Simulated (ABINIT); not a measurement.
The system is AlN.

```
Al N
1.0
     0.00000    2.18399    2.18399
     2.18399    0.00000    2.18399
     2.18399    2.18399    0.00000
Al N
1 1
Direct
  0.00000 0.00000 0.00000
  0.25000 0.25000 0.25000
```

Measurements of this composition are mostly on another form, of space group No. 186.

- Program: ABINIT 10.8.3 (patched build)
- Task: relaxation of cell and atoms
- Functional: LDA
- Potentials or basis: PseudoDojo NC SR LDA v0.4.1 standard
- Cutoff: 1143 eV
- k mesh: 8 × 8 × 8
- Occupations: fermi-dirac, width 0.05 eV
- Spin: no spin polarisation

At the start: pressure -4.8 GPa; volume 10.42 Å³/atom.

Where does the relaxation end?

Over 4 steps the energy falls by 3.8 meV/atom and the volume is 10.17 Å³/atom (-2.4 %); space group F-43m (No. 216, to 0.05 Å).

Step by step:
```tsv
step	energy change (eV)	largest force (eV/Å)	pressure (GPa)	volume (Å³)
1	0.0000	0.0000	-4.80	20.83
2	-0.0064	0.0000	-1.90	20.53
3	-0.0075	0.0000	0.05	20.34
4	-0.0075	0.0000	0.00	20.34
```

Final structure:
```xyz
2
Lattice="0.0000 2.1666 2.1666 2.1666 0.0000 2.1666 2.1666 2.1666 0.0000" Properties=species:S:1:pos:R:3 pbc="T T T"
Al    0.0000    0.0000    0.0000
N     1.0833    1.0833    1.0833
```
